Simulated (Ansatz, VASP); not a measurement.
# One calculation of Al, two programs

```
Al
1.0
     0.00000    2.06036    2.06036
     2.06036    0.00000    2.06036
     2.06036    2.06036    0.00000
Al
1
Direct
  0.00000 0.00000 0.00000
```

Alike in both runs: task single point; functional PBE; k mesh 18 × 18 × 18; occupations gaussian, width 0.1 eV; no spin polarisation.

|  | VASP | Ansatz |
| --- | --- | --- |
| version | VASP 6.6.1 | Ansatz 0.2.0 |
| potentials or method | VASP PAW PBE potentials, release 64 (Al) | scalar-relativistic, plane waves, PAW |
| plane-wave cutoff (eV) | 520 | 420 |
| valence electrons in the cell | 3 | 3 |

|  | VASP | Ansatz | Ansatz less VASP |
| --- | --- | --- | --- |
| gap on the k mesh at the Fermi level (eV) | none | none | - |
| pressure (GPa) | -4.0 | -4.0 | +0.03 |

A gap of «none» marks a metal or a gap that the smearing closes.
